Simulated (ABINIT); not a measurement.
# Ga (P2_1/m) in ABINIT: reference runs

Reference runs on Ga: the cell as given and a disturbed copy.

Everything below comes from runs of ABINIT 10.8.3 (patched build). Logs are shortened: lines on timing, memory, paths and dates and some standing lists are left out, and cuts for length are marked. The log counts tension as positive stress, the text compression.

## 1. Starting point

Symmetry: P2_1/m, No. 11, monoclinic system. The conventional cell has a = 2.778 Å, b = 3.282 Å, c = 4.210 Å, α = 90.00°, β = 108.61°, γ = 90.00°. Ga (site symmetry m) has 8 Ga at 2.71 to 2.84 Å as nearest neighbours.

This isn't the form of Ga at room conditions, which is orthorhombic.

## 2. Single point, PBE

Input file run.abi:

```
pp_dirpath "./"
pseudos "Ga.GGA_PBE-JTH.xml"

acell 3*1.0
rprim
     5.2504567991     0.0000000000     0.0000000000
     0.0000000000     6.2013418613     0.0000000000
    -2.5387168437     0.0000000000     7.5405234656
ntypat 1
znucl 31
natom 2
typat 1 1
xcart
    -0.6607008214     2.4612065925     3.0731760430
     2.0956918077     0.8204021975     0.9170971333 Angstrom
chkprim 0
chksymtnons 0
tolsym 1.0e-6

ecut 462.593566 eV
pawecutdg 34.0

kptopt 1
ngkpt 10 8 7
nshiftk 1
shiftk 0.0 0.0 0.0

ixc 11

nband 17
occopt 3
tsmear 0.00183747

nstep 100
tolvrs 1.0e-9

iomode 3
prtwf 0
prteig 0
prtebands 0
enunit 1
prtden 1
prtvha 1
prtvclmb 1
prtpot 1
```

Potentials or basis: JTH PAW PBE v2.0.

Launch:

```
> abinit run.abi > log 2>&1
```

run.abo:

```text
.Version 10.8.3 of ABINIT
 Symmetries : space group P2_1/m (# 11); Bravais mP (primitive monocl.)
================================================================================
 Values of the parameters that define the memory need of the present run
     intxc =       0    ionmov =       0      iscf =      17    lmnmax =      18
     lnmax =       6     mgfft =      30  mpssoang =       3    mqgrid =    3001
     natom =       2  nloc_mem =       2    nspden =       1   nspinor =       1
    nsppol =       1      nsym =       4    n1xccc =       1    ntypat =       1
    occopt =       3   xclevel =       2
       mpw =         836          nfft =       14400          nkpt =         180
 PAW method is used; the additional fine FFT grid is defined by:
   mgfftf=        45    nfftf =     48600
================================================================================
================================================================================

--------------------------------------------------------------------------------
------------- Echo of variables that govern the present computation ------------
--------------------------------------------------------------------------------
 -outvars: echo values of preprocessed input variables --------
            acell      1.0000000000E+00  1.0000000000E+00  1.0000000000E+00 Bohr
              amu      6.97230000E+01
          chkprim           0
      chksymtnons           0
             ecut      1.70000000E+01 Hartree
           enunit           1
                       outvar_i_n : Printing only first  50 k-points.
              ixc          11
                       outvar_i_n : Printing only first  50 k-points.
         kptrlatt       10    0    0      0    8    0      0    0    7
          kptrlen      4.96107349E+01
            natom           2
            nband          17
            ngfft          20      24      30
          ngfftdg          30      36      45
             nkpt         180
            nstep         100
             nsym           4
           ntypat           1
                       prtocc : prtvol=0, do not print more k-points.
           occopt           3
        pawecutdg      3.40000000E+01 Hartree
         pawxcdev           0
        prtebands           0
           prteig           0
           prtpot           1
         prtvclmb           1
           prtvha           1
            prtwf           0
            rprim      5.2504567991E+00  0.0000000000E+00  0.0000000000E+00
                       0.0000000000E+00  6.2013418613E+00  0.0000000000E+00
                      -2.5387168437E+00  0.0000000000E+00  7.5405234656E+00
          spgroup          11
           tolsym      1.00000000E-06
           tolvrs      1.00000000E-09
           tsmear      1.83747000E-03 Hartree
            typat      1  1
           useylm           1
                       outvars : Printing only first  50 k-points.
           xangst     -6.6070082140E-01  2.4612065919E+00  3.0731760430E+00
                       2.0956918077E+00  8.2040219805E-01  9.1709713330E-01
            xcart     -1.2485436036E+00  4.6510063981E+00  5.8074610580E+00
                       3.9602835609E+00  1.5503354674E+00  1.7330624128E+00
             xred      1.3459627010E-01  7.5000000034E-01  7.7016683052E-01
                       8.6540373058E-01  2.5000000034E-01  2.2983317016E-01
            znucl       31.00000

================================================================================

 chkinp: Checking input parameters for consistency.

================================================================================
== DATASET  1 ==================================================================

--- !DatasetInfo
iteration_state: {dtset: 1, }
dimensions: {natom: 2, nkpt: 180, mband: 17, nsppol: 1, nspinor: 1, nspden: 1, mpw: 836, }
cutoff_energies: {ecut:  17.0, pawecutdg:  34.0, }
electrons: {nelect:   2.60000000E+01, charge:   0.00000000E+00, occopt:   3.00000000E+00, tsmear:   1.83747000E-03, }
meta: {optdriver: 0, ionmov: 0, optcell: 0, iscf: 17, paral_kgb: 0, }
...

 Exchange-correlation functional for the present dataset will be:
  GGA: Perdew-Burke-Ernzerhof functional - ixc=11
  J.P.Perdew, K.Burke, M.Ernzerhof, PRL 77, 3865 (1996)

 Real(R)+Recip(G) space primitive vectors, cartesian coordinates (Bohr,Bohr^-1):
 R(1)=  5.2504568  0.0000000  0.0000000  G(1)=  0.1904596  0.0000000  0.0641233
 R(2)=  0.0000000  6.2013419  0.0000000  G(2)=  0.0000000  0.1612554  0.0000000
 R(3)= -2.5387168  0.0000000  7.5405235  G(3)=  0.0000000  0.0000000  0.1326168
 Unit cell volume ucvol=  2.4551852E+02 bohr^3
 Angles (23,13,12)=  9.00000000E+01  1.08607169E+02  9.00000000E+01 degrees

 Coarse grid specifications (used for wave-functions):

 getcut: wavevector=  0.0000  0.0000  0.0000  ngfft=  20  24  30
         ecut(hartree)=     17.000   => boxcut(ratio)=   2.03178

 Fine grid specifications (used for densities):

 getcut: wavevector=  0.0000  0.0000  0.0000  ngfft=  30  36  45
         ecut(hartree)=     34.000   => boxcut(ratio)=   2.10759

--- Pseudopotential description ------------------------------------------------
- pspini: atom type   1  psp file is ./Ga.GGA_PBE-JTH.xml
 Pseudopotential format is: paw10
 basis_size (lnmax)=  6 (lmn_size= 18), orbitals=   0   0   1   1   2   2
 Spheres core radius: rc_sph= 2.10359248
 Shapefunction is BESSEL type: shapef(r,l)=aa(1,l)*jl(q(1,l)*r)+aa(2,l)*jl(q(2,l)*r)
 Radius for shape functions =  1.80829011
 Compensation charge density is not taken into account in XC energy/potential

   1.22813827E+03                                ecore*ucvol(ha*bohr**3)
--------------------------------------------------------------------------------

[... 7 lines left out ...]

     iter   Etot(hartree)      deltaE(h)  residm     nres2
 ETOT  1  -157.98192228353    -1.580E+02 5.104E-01 6.490E-01
 ETOT  2  -158.15311347923    -1.712E-01 4.177E-02 3.667E-02
 ETOT  3  -158.15295085772     1.626E-04 4.839E-03 4.335E-03
 ETOT  4  -158.15297296597    -2.211E-05 2.493E-04 3.002E-04
 ETOT  5  -158.15297425998    -1.294E-06 9.278E-05 3.408E-05
 ETOT  6  -158.15297410750     1.525E-07 4.351E-05 9.622E-07
 ETOT  7  -158.15297411256    -5.054E-09 3.074E-05 4.457E-08
 ETOT  8  -158.15297411258    -2.495E-11 2.288E-05 1.620E-09
 ETOT  9  -158.15297411257     1.742E-11 1.819E-05 1.980E-10

 At SCF step    9       nres2   =  1.98E-10 < tolvrs=  1.00E-09 =>converged.

 Cartesian components of stress tensor (hartree/bohr^3)
  sigma(1 1)= -1.19130432E-04  sigma(3 2)=  0.00000000E+00
  sigma(2 2)= -5.65137819E-05  sigma(3 1)=  1.39825647E-05
  sigma(3 3)= -1.13963381E-04  sigma(2 1)=  0.00000000E+00

--- !ResultsGS
iteration_state: {dtset: 1, }
comment   : Summary of ground state results
lattice_vectors:
- [  5.2504568,   0.0000000,   0.0000000, ]
- [  0.0000000,   6.2013419,   0.0000000, ]
- [ -2.5387168,   0.0000000,   7.5405235, ]
lattice_lengths: [   5.25046,    6.20134,    7.95642, ]
lattice_angles: [ 90.000, 108.607,  90.000, ] # degrees, (23, 13, 12)
lattice_volume:   2.4551852E+02
convergence: {deltae:  1.742E-11, res2:  1.980E-10, residm:  1.819E-05, diffor: null, }
etotal    :  -1.58152974E+02
entropy   :   0.00000000E+00
fermie    :   2.17701502E-01
cartesian_stress_tensor: # hartree/bohr^3
- [ -1.19130432E-04,   0.00000000E+00,   1.39825647E-05, ]
- [  0.00000000E+00,  -5.65137819E-05,   0.00000000E+00, ]
- [  1.39825647E-05,   0.00000000E+00,  -1.13963381E-04, ]
pressure_GPa:   2.8402E+00
xred      :
- [  1.3460E-01,   7.5000E-01,   7.7017E-01, Ga]
- [  8.6540E-01,   2.5000E-01,   2.2983E-01, Ga]
cartesian_forces: # hartree/bohr
- [ -1.22738946E-04,   8.14131829E-30,  -1.70079152E-03, ]
- [  1.22738946E-04,  -8.14131829E-30,   1.70079152E-03, ]
force_length_stats: {min:   1.70521455E-03, max:   1.70521455E-03, mean:   1.70521455E-03, }
...

 Integrated electronic density in atomic spheres:
 ------------------------------------------------
 Atom  Sphere_radius  Integrated_density
    1        2.10359         11.02083772
    2        2.10359         11.02083772

================================================================================

 ----iterations are completed or convergence reached----

 Mean square residual over all n,k,spin=   11.059E-09; max=  18.193E-06
 reduced coordinates (array xred) for    2 atoms
       0.134596270103      0.750000000336      0.770166830521
       0.865403730581      0.250000000336      0.229833170164
 rms dE/dt=  7.2341E-03; max dE/dt=  1.2513E-02; dE/dt below (all hartree)
    1       0.000644435532      0.000000000000      0.012513258944
    2      -0.000644435532      0.000000000000     -0.012513258944

 cartesian coordinates (angstrom) at end:
    1     -0.66070082140000     2.46120659194812     3.07317604300000
    2      2.09569180770000     0.82040219805188     0.91709713330000

 cartesian forces (hartree/bohr) at end:
    1     -0.00012273894578     0.00000000000000    -0.00170079152086
    2      0.00012273894578    -0.00000000000000     0.00170079152086
 frms,max,avg= 9.8450608E-04 1.7007915E-03   0.000E+00  0.000E+00  0.000E+00 h/b

 cartesian forces (eV/Angstrom) at end:
    1     -0.00631149035624     0.00000000000000    -0.08745821640791
    2      0.00631149035624    -0.00000000000000     0.08745821640791
 frms,max,avg= 5.0625338E-02 8.7458216E-02   0.000E+00  0.000E+00  0.000E+00 e/A
 length scales=  1.000000000000  1.000000000000  1.000000000000 bohr
              =  0.529177210544  0.529177210544  0.529177210544 angstroms
 Fermi (or HOMO) energy (eV) =   5.92396   Average Vxc (eV)= -10.02529
 Eigenvalues (   eV  ) for nkpt= 180  k points:
 kpt#   1, nband= 17, wtk=  0.00179, kpt=  0.0000  0.0000  0.0000 (reduced coord)
  -9.24158   -9.23038   -9.17464   -9.16692   -8.90955   -8.90853   -8.85245   -8.84614
  -8.84300   -8.70191   -5.47200    3.84894    4.48051    7.74735   11.52923   15.11254
  16.27000
 prteigrs : prtvol=0 or 1, do not print more k-points.

--- !EnergyTerms
iteration_state     : {dtset: 1, }
comment             : Components of total free energy in Hartree
kinetic             :  9.79996559915397E+00
hartree             :  4.28546893560071E+01
xc                  : -3.23256619550055E+00
Ewald energy        : -9.72062060670411E+01
psp_core            :  5.00222252129619E+00
local_psp           : -1.15159200187909E+02
PAW spherical_terms : -2.11720631891701E-01
internal            : -1.58152815605885E+02
'-kT*entropy'       : -1.51348127300504E-04
total_energy        : -1.58152966954012E+02
total_energy_eV     : -4.30356146973349E+03
...

--- !EnergyTermsDC
iteration_state     : {dtset: 1, }
comment             : '"Double-counting" decomposition of free energy'
band_energy         : -6.31065991223773E+00
Ewald energy        : -9.72062060670411E+01
psp_core            :  5.00222252129619E+00
xc_dc               : -4.19962759314619E+01
PAW spherical_terms : -1.76419033749942E+01
internal            : -1.58152822764439E+02
'-kT*entropy'       : -1.51348127300504E-04
total_energy_dc     : -1.58152974112566E+02
total_energy_dc_eV  : -4.30356166452767E+03
...

--- !EnergyTermsWithPAWCore
iteration_state     : {dtset: 1, }
comment             : 'Components of total free energy, including PAW core contributions'
Total energy        : -3.88808566036544E+03
Total energy DC     : -3.88808566752400E+03
Total energy (eV)   : -1.05800200661664E+05
Total energy DC (eV): -1.05800200856458E+05
...

 Cartesian components of stress tensor (hartree/bohr^3)
  sigma(1 1)= -1.19130432E-04  sigma(3 2)=  0.00000000E+00
  sigma(2 2)= -5.65137819E-05  sigma(3 1)=  1.39825647E-05
  sigma(3 3)= -1.13963381E-04  sigma(2 1)=  0.00000000E+00

-Cartesian components of stress tensor (GPa)         [Pressure=  2.8402E+00 GPa]
- sigma(1 1)= -3.50493833E+00  sigma(3 2)=  0.00000000E+00
- sigma(2 2)= -1.66269287E+00  sigma(3 1)=  4.11381256E-01
- sigma(3 3)= -3.35291844E+00  sigma(2 1)=  0.00000000E+00

== END DATASET(S) ==============================================================
================================================================================

 -outvars: echo values of variables after computation  --------
            acell      1.0000000000E+00  1.0000000000E+00  1.0000000000E+00 Bohr
           etotal     -1.5815297411E+02
            fcart     -1.2273894578E-04  8.1413182926E-30 -1.7007915209E-03
                       1.2273894578E-04 -8.1413182926E-30  1.7007915209E-03
            rprim      5.2504567991E+00  0.0000000000E+00  0.0000000000E+00
                       0.0000000000E+00  6.2013418613E+00  0.0000000000E+00
                      -2.5387168437E+00  0.0000000000E+00  7.5405234656E+00
           strten     -1.1913043231E-04 -5.6513781898E-05 -1.1396338130E-04
                       0.0000000000E+00  1.3982564675E-05  0.0000000000E+00
           xangst     -6.6070082140E-01  2.4612065919E+00  3.0731760430E+00
                       2.0956918077E+00  8.2040219805E-01  9.1709713330E-01
             xred      1.3459627010E-01  7.5000000034E-01  7.7016683052E-01
                       8.6540373058E-01  2.5000000034E-01  2.2983317016E-01
 Calculation completed.
```

Wall time 60 s (1 thread of Arm Neoverse V1, shared host); peak memory 0.16 GiB.

Results:

```yaml
Free_energy: -4303.5617 eV
Pressure: 2.8 GPa
Largest_force: 0.088 eV/Å
Band_gap_on_the_k_mesh: none (metal or under the smearing width)
Valence_electrons_inside_the_program's_atomic_spheres: Ga 11.02 (radii [1.1132] Å)
```

Forces on the atoms (eV/Å):
```
Ga  -0.006  0.000 -0.087
Ga   0.006  0.000  0.087
```

Levels at points of the mesh, in eV from the Fermi level:
```tsv
k point	band 11	band 12	band 13	band 14	band 15	band 16
(0.00, 0.00, 0.00)	-11.40	-2.08	-1.44	1.82	5.61	9.19
(0.50, 0.00, 0.00)	-6.26	-5.28	-1.40	0.22	6.19	6.60
(0.00, 0.50, 0.00)	-7.82	-7.82	1.74	1.74	2.69	2.69
(0.50, 0.50, 0.00)	-2.91	-2.91	-1.72	-1.72	2.18	2.18
```

(Continued in part 2 of 2.)
